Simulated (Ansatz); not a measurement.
CaF2 (fluorite)

```
CaF2
1.0
    0.00000     5.51101     5.51101
    2.75551     2.75551     5.51101
    2.75551     2.75551     0.00000
Ca F
2 4
Direct
  0.00000   0.00000   0.00000
  0.50000   0.00000   0.00000
  0.00000   0.25000   0.25000
  0.50000   0.25000   0.25000
  0.00000   0.75000   0.75000
  0.50000   0.75000   0.75000
```

A phonon eigenvector at X = (0.5, 0.5, 0.0) is frozen into this cell: atom i moves by Q times the vector below, so Q is the largest atomic displacement, in Å. The cell is held. It is one choice among 2 degenerate patterns. (q is in reciprocal vectors of the primitive cell; the cell shown is doubled to hold the pattern.)

| atom | x | y | z |
|---|---|---|---|
| Ca1 | -0.147 | 0.000 | 0.000 |
| Ca2 | 0.147 | 0.000 | 0.000 |
| F3 | 0.000 | 1.000 | 0.000 |
| F4 | 0.000 | -1.000 | 0.000 |
| F5 | 0.000 | 1.000 | 0.000 |
| F6 | 0.000 | -1.000 | 0.000 |

All values below come from PBE (plane waves to 420 eV, PAW, scalar-relativistic; Ansatz, a first-principles code). k mesh 10×10×10 (Γ-centred), Fermi-Dirac smearing 0.05 eV. E stands for the smeared free energy. Compression counts positive. CaF2 was relaxed with its symmetry unable to fall. The PAW data are Ansatz's earlier set. The zero of ΔE is the undisplaced structure.

```csv
Q (Å),P (GPa),ΔE (meV/cell)
-0.180,2.45,492
-0.150,(withheld),334
-0.120,(withheld),210
-0.090,0.59,(withheld)
-0.060,(withheld),51
-0.030,0.07,13
0.000,0.00,0
0.030,0.07,13
0.060,(withheld),51
0.090,0.59,(withheld)
0.120,(withheld),210
0.150,(withheld),334
0.180,2.45,492
```

Q: What belongs in the gaps?

A: 
- -0.150, P (GPa): 1.68
- -0.120, P (GPa): 1.06
- -0.090, ΔE (meV/cell): 117
- -0.060, P (GPa): 0.26
- 0.060, P (GPa): 0.26
- 0.090, ΔE (meV/cell): 117
- 0.120, P (GPa): 1.06
- 0.150, P (GPa): 1.68

(For displaced atoms, the force is minus the slope of the energy, and its curvature is a force constant, which sets phonon frequencies.)
